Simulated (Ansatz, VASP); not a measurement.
Two plane-wave programs on W

```
W
1.0
    -1.59217    1.59217    1.59217
     1.59217   -1.59217    1.59217
     1.59217    1.59217   -1.59217
W
1
Direct
  0.00000 0.00000 0.00000
```

Alike in both runs: task single point; functional PBE; k mesh 2 × 2 × 2; occupations fermi-dirac, width 0.1 eV; no spin polarisation.

|  | VASP | Ansatz |
| --- | --- | --- |
| version | VASP 6.6.1 | Ansatz 0.2.0 |
| potentials or method | VASP PAW PBE potentials, release 64 (W_sv) | plane waves (420 eV) with PAW, scalar-relativistic |
| plane-wave cutoff (eV) | 520 | 420 |
| valence electrons in the cell | 14 | 14 |

Ansatz gave:

| Quantity | Value |
| --- | --- |
| pressure (GPa) | 11.1 |

Problem. What did VASP give for the same quantities?

Solution. Pressure (GPa): 11.6.

Caveats: the k mesh is coarse (spacing up to 1.40 Å⁻¹), so the values aren't converged. Spin-orbit coupling is left out, which matters for the levels of W.
